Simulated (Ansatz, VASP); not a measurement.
**Two plane-wave programs on Y**

```
Y
1.0
     3.66667    0.00000    0.00000
    -1.83333    3.17543    0.00000
     0.00000    0.00000   11.92257
Y
4
Direct
  0.66667 0.33333 0.75000
  0.00000 0.00000 0.50000
  0.33333 0.66667 0.25000
  0.00000 0.00000 0.00000
```

Alike in both runs: task single point; functional PBE; k mesh 8 × 8 × 3; occupations fermi-dirac, width 0.05 eV; no spin polarisation.

|  | VASP | Ansatz |
| --- | --- | --- |
| version | VASP 6.6.1 | Ansatz 0.2.0 |
| potentials or method | VASP PAW PBE potentials, release 64 (Y_sv) | Ansatz PAW |
| plane-wave cutoff (eV) | 520 | 420 |
| valence electrons in the cell | 44 | 44 |

|  | VASP | Ansatz | Ansatz less VASP |
| --- | --- | --- | --- |
| gap on the k mesh at the Fermi level (eV) | none | none | - |
| pressure (GPa) | -2.4 | -2.3 | +0.09 |
| largest component of the traceless stress (GPa) | 0.39 | 0.40 | +0.005 |

A gap of «none» marks a metal or a gap that the smearing closes.
